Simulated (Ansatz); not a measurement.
**Rh (P6_3/mmc): equation of state with a fit from a Python script**

Where is the equilibrium volume of Rh (P6_3/mmc), and how stiff is it? A script is to give an equation of state with a fit; the system is Rh (P6_3/mmc).

This is Rh in the hcp structure; at room conditions it is fcc.

All numbers are computed with the Python package of Ansatz 0.2.0. Level of theory: DFT LDA, plane waves, PAW.

## (1) The system

The structure is hexagonal, space group P6_3/mmc (No. 194). Conventional cell: a = 2.731 Å, b = 2.731 Å, c = 4.428 Å, α = 90.00°, β = 90.00°, γ = 120.00°. Around Rh (site symmetry -6m2) lie 12 Rh at 2.72 to 2.73 Å.

No structure file is read: the coordinates are typed or built in the script.

## (2) The code

rh.py

```python
# -*- coding: utf-8 -*-
"""Bulk modulus of Rh from an E(V) curve."""

import ansatz as az
from ase.eos import EquationOfState
from ase.units import GPa
import numpy as np

vectors0 = np.array([
    [2.73098, 0.0, 0.0],
    [-1.36549, 2.3651, 0.0],
    [0.0, 0.0, 4.42849],
])
sites = [
    ("Rh", (2 / 3, 1 / 3, 0.75)),
    ("Rh", (1 / 3, 2 / 3, 0.25)),
]


def on_lattice(cell):
    crystal = az.Crystal(lattice=az.Lattice.of(cell))
    for symbol, position in sites:
        crystal = crystal.atom(symbol, position)
    return crystal

# scale the volume, keep shape and fractions
volumes, energies, pressures = [], [], []
for scale in np.linspace(0.88, 1.12, 7):
    cell = vectors0 * scale ** (1 / 3)
    job = (
        on_lattice(cell).calculation()
        .functional("lda")
        .occupations("fermi_dirac", width=0.1)
        .basis(500)
        .kpoints(10, 10, 5)
        .stress()
    )
    r = job.run().report
    volumes.append(abs(np.linalg.det(cell)) / len(sites))
    energies.append(r["free_energy_ev"] / len(sites))
    pressures.append(np.trace(r["stress_gpa"]) / 3)
    print(f"V = {volumes[-1]:8.4f} A^3/atom  F = {energies[-1]:.5f} eV/atom  P = {pressures[-1]:8.3f} GPa")

eos = EquationOfState(volumes, energies, eos="vinet")
v0, e0, bulk = eos.fit()
print(f"V0 = {v0:.4f} A^3/atom, E0 = {e0:.5f} eV/atom, B = {bulk / GPa:.1f} GPa")
eos.plot("eos.png")
```

## (3) The calls as engine input

The package turns the script's settings into the engine's input (first run):

```yaml
crystal:
  lattice:
    - [2.6170543602482645, 0.0, 0.0]
    - [-1.3085271801241323, 2.266437420787838, 0.0]
    - [0.0, 0.0, 4.243750984560794]
  atoms:
    - { symbol: Rh, position: [0.6666666666666666, 0.3333333333333333, 0.75] }
    - { symbol: Rh, position: [0.3333333333333333, 0.6666666666666666, 0.25] }
basis:
  ecutwfc: 500.0
kpoints:
  mp_grid:
    grid: [10, 10, 5]
hamiltonian:
  xc: lda
scf:
  occupations:
    method: fermi_dirac
    width: 0.1
output:
  stress: true
```

## (4) The run

The run is started by

```
$ python rh.py
```

Standard output:

```text
DeckWarning: crystal.lattice, of which some number shows no typed digit to judge by, misses the space group found at crystal.symmetry.tolerance 1.0e-5 by more than rounding, which is why this is a warning: the operation that it misses by the most changes a squared length by the fraction 1.42e-6, and from 1e-6 on that is taken for a strain and not for rounding. The run uses the lattice that is a [...]
V =  12.5857 A^3/atom  F = -6278.58855 eV/atom  P =   19.649 GPa
V =  13.1577 A^3/atom  F = -6278.62829 eV/atom  P =    3.320 GPa
V =  13.7298 A^3/atom  F = -6278.61672 eV/atom  P =   -9.253 GPa
V =  14.3019 A^3/atom  F = -6278.56570 eV/atom  P =  -18.895 GPa
V =  14.8740 A^3/atom  F = -6278.48451 eV/atom  P =  -26.240 GPa
V =  15.4461 A^3/atom  F = -6278.38046 eV/atom  P =  -31.777 GPa
V =  16.0181 A^3/atom  F = -6278.25928 eV/atom  P =  -35.890 GPa
V0 = 13.2951 A^3/atom, E0 = -6278.62968 eV/atom, B = 311.8 GPa
```

(Warnings from the package without file and line, shortened, repeats left out.)

It took 9.4 s on 1 thread of Arm Neoverse V2, shared host; peak memory 0.38 GiB.

## (5) What changed from run to run

The engine's inputs for some of the other runs:

Run 2, against run 1:

```diff
@@ -3,3 +3,3 @@
-    - [2.6170543602482645, 0.0, 0.0]
-    - [-1.3085271801241323, 2.266437420787838, 0.0]
-    - [0.0, 0.0, 4.243750984560794]
+    - [2.6561206326271716, 0.0, 0.0]
+    - [-1.3280603163135858, 2.3002698328902165, 0.0]
+    - [0.0, 0.0, 4.307099891021942]
```

Run 3, against run 1:

```diff
@@ -3,3 +3,3 @@
-    - [2.6170543602482645, 0.0, 0.0]
-    - [-1.3085271801241323, 2.266437420787838, 0.0]
-    - [0.0, 0.0, 4.243750984560794]
+    - [2.6940703403020114, 0.0, 0.0]
+    - [-1.3470351701510057, 2.3331352707995983, 0.0]
+    - [0.0, 0.0, 4.368638203620698]
```

Run 4, against run 1:

```diff
@@ -3,3 +3,3 @@
-    - [2.6170543602482645, 0.0, 0.0]
-    - [-1.3085271801241323, 2.266437420787838, 0.0]
-    - [0.0, 0.0, 4.243750984560794]
+    - [2.73098, 0.0, 0.0]
+    - [-1.36549, 2.3651, 0.0]
+    - [0.0, 0.0, 4.42849]
```

Lines on the test bed's own set-up are left out of the output.

A comment line of the script is reworded here; the code is as run.

## (6) The runs side by side

From the records of these 7 runs:

| run | volume (Å³/atom) | energy from run 2 (meV/atom) | pressure (GPa) | SCF cycles | CPU time (s) |
| --- | --- | --- | --- | --- | --- |
| 1 | 12.586 | 39.75 | 19.65 | 6 | 1.1 |
| 2 | 13.158 | 0.00 | 3.32 | 6 | 1 |
| 3 | 13.730 | 11.58 | -9.25 | 6 | 1.1 |
| 4 | 14.302 | 62.60 | -18.90 | 6 | 1.1 |
| 5 | 14.874 | 143.78 | -26.24 | 6 | 1.2 |
| 6 | 15.446 | 247.83 | -31.78 | 6 | 1.1 |
| 7 | 16.018 | 369.02 | -35.89 | 6 | 1.1 |

Energies are free energies F = E - TS of the smeared occupations. 

## (7) Outcome

```
                      quantity            value
                 runs compared                7
               range of energy  369.02 meV/atom
lowest point, volume (Å³/atom)           13.158
      equilibrium volume (fit)    13.29 Å³/atom
            bulk modulus (fit)          312 GPa
```

A third-order Birch-Murnaghan fit through the 7 points has its minimum at 13.29 Å³ an atom, 7.0 % below the typed cell, with a bulk modulus of 312 GPa. From that minimum the energy rises by 41.2 meV an atom on the compressed side and 370.5 meV on the expanded side. The window is off centre, so dB/dP is rough. Shape and fractional positions are held along the curve, so the bulk modulus is an upper value where they are free to relax, by a factor of two or more in layered or hydrogen-bonded cells. For a metal this k-point mesh is coarse: on a finer one energies can move by several to tens of meV an atom and pressures by half a GPa or more, differences at one mesh by less. Pressure is positive in compression. At these settings the cell as given stands under about -19 GPa, so it isn't at this functional's equilibrium volume. This isn't the structure that Rh takes at ambient conditions. Whether this is the phase that is stable at ambient conditions was not tested.
